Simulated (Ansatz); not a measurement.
The cell comes from COD entry 9013010, which wasn't checked; take it as a given geometry.

A run of Ansatz 0.2.0 printed the following.

```
Sb: projections on atomic orbitals take those of the free atom 1s2 2s2 2p6 3s2 3p6 3d10 4s2 4p6 4d10 5s2 5p3, of charge +0.00 (hamiltonian.pseudopotentials.projection_atoms)
LAPW: plane waves up to 8.019 Å⁻¹, error target 2.5e-4 eV per atom; small_component_spin mean_spin; Sb in spheres of 1.505 Å, 23 of its electrons in bands, Dirac shells []
Engine: ansatz 0.2.0
Pseudopotentials: kind: all_electron
Pseudopotential: Sb, LAPW, valence charge 23, Koelling and Harmon's equation, gaussian nucleus
Functional definition: PBE
  parameter kappa = 0.804
  parameter beta = 0.06672455060314922
  exchange = pbe_x(kappa = kappa, mu = beta*pi^2/3)
  correlation = pbe_c(beta = beta)
Crystal: 1 atoms, lattice volume = 22.469 Å³
Basis set: ecut = 245.02643310337766 eV, 195 PW (Γ), FFT grids on a1+a3, a2+a3, a3, exchange–correlation at level 2
Bands: 16, of which v1, the nominal top of the filled ones, is band 12 counted from 1 (11 counted from 0)
Symmetry: 16 space group operations
Space group: I4/mmm (ITA 139), of the structure as read, at distance tolerance 2.8e-5 Å
k-points: 550 of 6859
Non-local potential: Sb, projectors of the file, none
Initial density: superposition of atomic densities (chi_scale 0.1, normalization cell)
Initial wavefunctions: plane waves of lowest kinetic energy (no species holds an atomic orbital)
Functional: x = pbe(κ = 0.804, μ = 0.2195149727645171), c = pbe(β = 0.06672455060314922)
iter 1 solved again at ethr=3.21e-5 eV; its pass at ethr=1.00e-1 eV (dr2=7.39e-3 eV) is discarded
SCF iter   1: F=—  HF=-176367.640801 eV  |F-HF|=—  |Δ(HF+E_count)|=         —  Δρ=7.14e-3  dr2=7.41e-3  ethr=3.21e-5  ⟨swp⟩=3.5  Hψ=63405  notcnv=0
preconditioner: auto → Kerker (q_TF=auto, 2.739 Å⁻¹)  [metal: Δε(μ)=0.014 eV  Ē_g=29.273 eV  σ=0.050 eV  W_gap=0.07  n_scr=10 (ndim 8)  ℏωp=30.3 eV  f_vac=0.000  D(μ)=0.49/eV (n_scr^D=0)]
SCF iter   2: F=—  HF=-176367.633646 eV  |F-HF|=—  |Δ(HF+E_count)|=   7.15e-3  Δρ=4.49e-3  dr2=3.34e-3  ethr=3.21e-5  ⟨swp⟩=2.0  Hψ=24582  notcnv=0
SCF iter   3: F=—  HF=-176367.632957 eV  |F-HF|=—  |Δ(HF+E_count)|=   6.90e-4  Δρ=2.05e-3  dr2=8.07e-4  ethr=1.45e-5  ⟨swp⟩=2.0  Hψ=24573  notcnv=0
SCF iter   4: F=—  HF=-176367.632937 eV  |F-HF|=—  |Δ(HF+E_count)|=   2.01e-5  Δρ=8.64e-4  dr2=1.62e-4  ethr=3.51e-6  ⟨swp⟩=2.0  Hψ=24574  notcnv=0
iter 5 solved again at ethr=1.20e-8 eV; its pass at ethr=7.06e-7 eV (dr2=2.76e-6 eV) is discarded
SCF iter   5: F=—  HF=-176367.632967 eV  |F-HF|=—  |Δ(HF+E_count)|=   3.08e-5  Δρ=1.21e-4  dr2=2.75e-6  ethr=1.20e-8  ⟨swp⟩=2.0  Hψ=41970  notcnv=0
SCF iter   6: F=—  HF=-176367.632968 eV  |F-HF|=—  |Δ(HF+E_count)|=   4.81e-7  Δρ=3.92e-5  dr2=2.89e-7  ethr=1.20e-8  ⟨swp⟩=2.0  Hψ=24569  notcnv=0
SCF iter   7: F=-176367.632968 eV  HF=-176367.632968 eV  |F-HF|=2.04e-10  |Δ(HF+E_count)|=   6.22e-8  Δρ=7.32e-6  dr2=1.51e-8  ethr=1.25e-9  ⟨swp⟩=2.1  Hψ=24635  notcnv=0
SCF 1 converged in 7 iterations: F = -176367.632968 eV  dr2 = 1.51e-8
NSCF: frozen V_eff on 113 k-points
SCF converged after 7 iterations
Free energy (F): -176367.632968 eV
Harris-Foulkes:  -176367.632968 eV  (|F-HF|=2.04e-10)
Internal energy: -176367.628633 eV  (E = F + TS)
E sigma→0 (E₀):  -176367.630800 eV
Entropy (-TS):   -0.004335 eV (-4.335 meV/atom)
Fermi energy:    18.458519 eV
--- Per-component energies (eV) ---
  E_band       = -774.857274
  E_kinetic    = 185878.489882
  E_xc         = -4645.558771
  E_electrostatic = -357600.559744  (all electrons and nuclei)
  E_smearing   = -0.004335  (= −TS)
  E_closure    = 0.000000  (closes the sum)
  E_atoms      = -176364.064481  (free atoms, spherical and without spin; not in F)
  Σ components = -176367.632968   (vs F -176367.632968, Δ=0.00e0)
  Basis errors (estimates in eV, not in F): energy 6.5e-5 per atom: plane waves 6.3e-5 (3.3e-5 summed), levels above the bands 1.7e-102, relativity 1.8e-9, radial functions 2.6e-6, core shells 1.3e-9; eigenvalues (radial functions only) 1.6e-4; not estimated: angular momenta, meshes, grids; target (lapw.basis_error) 2.5e-4; muffin-tin radii Sb 1.505 Å
--- Forces (eV/Å), atoms counted from 1 ---
  atom   1  Sb    -0.00000000    -0.00000000    -0.00000000
  max |Σ_I F_I| component: 3.94e-31 eV/Å
--- Stress (GPa, compression-positive) ---
       19.984175       0.000000       0.000000
        0.000000      19.984175       0.000000
        0.000000       0.000000      17.772988
  P = ⅓ Tr σ = 19.2471 GPa (192.471 kbar)
--- Band table (eV; the first three rows and the last of 550) ---
  k-point 0: bands = ["-126.1990", "-79.1813", "-79.1683", "-79.1683", "-11.1536", "-11.0560", "-11.0317", "-11.0317", "-10.9476", "3.8917", "24.9032", "25.1688", "25.1688", "28.7588", "29.3161", "30.3638"]
  k-point 1: bands = ["-126.1989", "-79.1813", "-79.1684", "-79.1684", "-11.1456", "-11.0531", "-11.0344", "-11.0297", "-10.9505", "3.9874", "24.5484", "24.5620", "24.8117", "27.9695", "29.8975", "30.0561"]
  k-point 2: bands = ["-126.1989", "-79.1813", "-79.1689", "-79.1687", "-11.1222", "-11.0450", "-11.0420", "-11.0237", "-10.9590", "4.2746", "23.3222", "23.7337", "23.9435", "26.8413", "29.9146", "31.6384"]
  k-point 549: bands = ["-126.1988", "-79.1839", "-79.1692", "-79.1691", "-11.1952", "-11.0943", "-10.9218", "-10.9195", "-10.9186", "9.2431", "11.6978", "19.7661", "20.4466", "24.4615", "25.2461", "39.9182"]
--- Löwdin populations: 1 site ---
  site symbol       q [e]
     0     Sb     50.9190
  spilling = 0.001588 (of n_electrons = 51.000000)
```

The cell and starting positions:

```
CELL_PARAMETERS angstrom
-1.50500 1.50500 2.48000
1.50500 -1.50500 2.48000
1.50500 1.50500 -2.48000
ATOMIC_POSITIONS crystal
Sb 0.00000 0.00000 0.00000
```

Parts of the input that the log doesn't repeat:

```yaml
  band_path:
    path:
      - [0.0, 0.0, 0.0]
      - [0.0, 0.0, 0.5]
      - [0.25, 0.25, 0.25]
      - [0.0, 0.5, 0.0]
      - [0.0, 0.0, 0.0]
      - [0.5, 0.5, -0.5]
      - [0.3420681988, 0.6579318012, -0.3420681988]
      - [-0.3420681988, 0.3420681988, 0.3420681988]
      - [0.0, 0.0, 0.0]
    npoints: 14
output:
  forces: true
  stress: true
  eigenvalues: true
  populations: true
  dos: { projected: true, de: 0.2, e_range: [-14, 8] }
```

Problem. Write the input that produced this log.

Solution. 
```yaml
crystal:
  lattice:
    - [-1.505, 1.505, 2.48]
    - [1.505, -1.505, 2.48]
    - [1.505, 1.505, -2.48]
  atoms:
    - { symbol: Sb, position: [0.0, 0.0, 0.0] }
kpoints:
  mp_grid: { grid: [19, 19, 19] }
  band_path:
    path:
      - [0.0, 0.0, 0.0]
      - [0.0, 0.0, 0.5]
      - [0.25, 0.25, 0.25]
      - [0.0, 0.5, 0.0]
      - [0.0, 0.0, 0.0]
      - [0.5, 0.5, -0.5]
      - [0.3420681988, 0.6579318012, -0.3420681988]
      - [-0.3420681988, 0.3420681988, 0.3420681988]
      - [0.0, 0.0, 0.0]
    npoints: 14
scf:
  occupations: { method: fermi_dirac, width: 0.05 }
hamiltonian:
  xc: pbe
  pseudopotentials: { kind: all_electron, lapw: { basis_error: 0.00025 } }
output:
  forces: true
  stress: true
  eigenvalues: true
  populations: true
  dos: { projected: true, de: 0.2, e_range: [-14, 8] }
```
This is the input that was run; digits and keys that the log doesn't show could differ in an equivalent one.
